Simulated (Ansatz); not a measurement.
**Relativity in Pb**

```
CELL_PARAMETERS angstrom
3.48000 0.00000 0.00000
-1.74000 3.01377 0.00000
0.00000 0.00000 5.59000
ATOMIC_POSITIONS crystal
Pb 0.33333 0.66667 0.25000
Pb 0.66667 0.33333 0.75000
```

Atoms are numbered in the order listed.

The cell is COD entry 1537623, as deposited and not checked against the literature; nothing was relaxed.

One fixed cell is solved with PBE by full-potential LAPW in Ansatz 0.2.0 under different relativistic treatments. Pressure is positive in compression.

Sampling and basis: a Γ-centred 14×14×8 k mesh, Fermi–Dirac smearing of 0.08 eV, basis error target 0.5 meV/atom, no spin polarisation.

```
                          setting  P (GPa)
              scalar-relativistic     4.07
                 non-relativistic        ?
         with spin–orbit coupling        ?
scalar-relativistic, point nuclei     4.08
```

Problem. Give the missing entry: row "with spin–orbit coupling", column "P (GPa)".

Solution. 4.17.

Problem. What belongs in the row "non-relativistic", column "P (GPa)"?

Solution. 6.17.
